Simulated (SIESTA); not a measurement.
Pd:

```
CELL_PARAMETERS angstrom
0.00000 1.94650 1.94650
1.94650 0.00000 1.94650
1.94650 1.94650 0.00000
ATOMIC_POSITIONS crystal
Pd 0.00000 0.00000 0.00000
```

Program: SIESTA 5.4.2. Alike in all runs: task band structure; no spin polarisation; cell as given; k mesh 12 × 12 × 12; smearing fermi-dirac 0.05 eV; grid cutoff 800 Ry.

Q: Order these runs on this cell by their pressure, lowest first.
A. level BLYP; potentials or basis PseudoDojo 0.4 standard (PBE files), DZP (energy shift 0.003 Ry; two zetas on semicore shells); energy shift 0.003 Ry
B. level PBE; potentials or basis SG15 1.2 (PBE files) or PseudoDojo by element, DZP (energy shift 0.003 Ry; two zetas on semicore shells); energy shift 0.003 Ry
C. level PBE; potentials or basis PseudoDojo 0.4 standard (PBE files), SZ (energy shift 0.003 Ry); energy shift 0.003 Ry
D. level PBE; potentials or basis PseudoDojo 0.4 standard (PBE files), DZ (energy shift 0.01 Ry); energy shift 0.01 Ry

A: D (-0.8 GPa), B (7.0 GPa), C (13.7 GPa), A (18.9 GPa).

Caveats: the basis of atomic orbitals isn't converged, which shifts pressures, moduli and gaps; the basis has no polarisation orbitals (some runs); semicore shells carry a single zeta, which can move pressures by several GPa and volumes by a few percent (some runs); so large a pressure means that the cell lies far from this level's equilibrium, or that cutoff or potentials fall short (some runs); the potentials were made for another functional, which shifts forces and pressure (some runs).
